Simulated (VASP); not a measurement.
A run of VASP 6.6.1:

INCAR

```
SYSTEM = Cu
PREC = Accurate
ENCUT = 520
EDIFF = 1E-7
ISMEAR = 0
SIGMA = 0.1
LREAL = .False.
LASPH = .True.
NELM = 80
ALGO = Normal
ISIF = 3
LWAVE = .False.
LCHARG = .False.
METAGGA = R2SCAN
LMIXTAU = .True.
IBRION = 2
NSW = 80
EDIFFG = -0.002
```

KPOINTS

```
Automatic mesh
0
Gamma
  20 20 20
  0 0 0
```

Contents of POSCAR:

```
Cu                                      
1.0
    0.0000000000      1.7909630729      1.7909630729
    1.7909630729      0.0000000000      1.7909630729
    1.7909630729      1.7909630729     -0.0000000000
  Cu            
     1
Direct
     0.0000000000000000    0.0000000000000000    0.0000000000000000
```

Potentials or basis: VASP PAW PBE potentials, release 64 (Cu).

Launch:

```bash
$ cat potpaw_PBE.64/Cu/POTCAR > POTCAR
$ mpirun -np 1 vasp_std > vasp.out
```

Hardware: 1 thread of AMD EPYC 9R45 96-Core Processor (Zen 5), on a shared host.

Problem. Estimate the wall time of this run.

Solution. Wall time 2.3 min on 1 thread of AMD EPYC 9R45 96-Core Processor (Zen 5), with other jobs on the host, peak memory 0.12 GiB. Counts: scf iterations 31, k points 256, ion steps 3.
